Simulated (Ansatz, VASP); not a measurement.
**CdS (Hawleyite): VASP beside Ansatz**

The input INCAR:

```
ALGO = Normal ; EDIFF = 1E-6
ENCUT = 520 ; GGA = PS
ISIF = 2 ; ISMEAR = -1
LASPH = T ; LCHARG = F
LREAL = F ; LWAVE = F
NBANDS = 16 ; NELM = 80
PREC = Accurate ; SIGMA = 0.05
```

KPOINTS

```
k-points
0
Gamma
  8 8 8
```

Contents of POSCAR:

```
CdS
1.0
    0.0000000000      2.9165000000      2.9165000000
    2.9165000000      0.0000000000      2.9165000000
    2.9165000000      2.9165000000      0.0000000000
Cd S
1 1
Direct
    0.0000000000      0.0000000000      0.0000000000
    0.7500000000      0.7500000000      0.7500000000
```

Contents of input.yaml:

```yaml
crystal:
  lattice:
    - [0.0, 2.9165, 2.9165]
    - [2.9165, 0.0, 2.9165]
    - [2.9165, 2.9165, 0.0]
  atoms:
    - { symbol: Cd, position: [0.0, 0.0, 0.0] }
    - { symbol: S, position: [0.75, 0.75, 0.75] }
kpoints:
  mp_grid: { grid: [8, 8, 8] }
scf:
  occupations: { method: fermi_dirac, width: 0.05 }
hamiltonian:
  xc: pbesol
  pseudopotentials: { kind: all_electron, lapw: { basis_error: 0.0005 } }
output:
  forces: true
  stress: true
  eigenvalues: true
```

Alike in both runs: task single point; functional PBEsol; k mesh 8 × 8 × 8; occupations fermi-dirac, width 0.05 eV; no spin polarisation.

|  | VASP | Ansatz |
| --- | --- | --- |
| version | VASP 6.6.1 | Ansatz 0.2.0 |
| potentials or method | VASP PAW PBE potentials, release 64 (Cd, S) | all-electron LAPW, scalar-relativistic |
| plane-wave cutoff (eV) | 520 | see its input |

Ansatz gave:

| Property | Result |
| --- | --- |
| gap on the k mesh at the Fermi level (eV) | 1.00 |
| least direct gap on the mesh (eV) | 1.00 |
| pressure (GPa) | -0.2 |

Q: Which values does VASP return?

A: gap on the k mesh at the Fermi level (eV): 1.01; least direct gap on the mesh (eV): 1.01; pressure (GPa): 0.1.

Ansatz ran all-electron here, so the differences hold the error of VASP's frozen core and of both bases.

Caveats: the PAW data sets were made with another functional, which shifts forces and pressure a little (VASP). As with any semilocal functional, this PBEsol gap is likely too small.
